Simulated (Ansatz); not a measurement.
Method: DFT r2SCAN, scalar-relativistic, plane waves, PAW in Ansatz 0.2.0. All cells share a 500 eV cutoff and Γ-centred k meshes spaced at most 0.3 Å⁻¹ (0.19 for metals, 2π included).

Energies over the elements count from the lowest elemental structures computed at the same level, with no empirical corrections.

Temperature and zero-point effects are left out. Larger cells and other orderings weren't all tried, so the list isn't exhaustive. The k mesh leaves about 4 meV/atom of noise in metals.

Formation energies in the Ti–Al system:

```tsv
phase	ΔE_f (eV/atom)
Ti3Al	-0.295
TiAl	-0.444
Ti3Al5	-0.449
TiAl2	-0.470
Ti5Al11	-0.446
TiAl3	-0.430
```

(1) Which phases lie on the convex hull?

(2) Into what does Ti3Al5 decompose, and with what gain?

Results:

(1) Ti3Al, TiAl, TiAl2, TiAl3.

(2) Into 25 % TiAl + 75 % TiAl2 by atoms, gaining 14 meV/atom.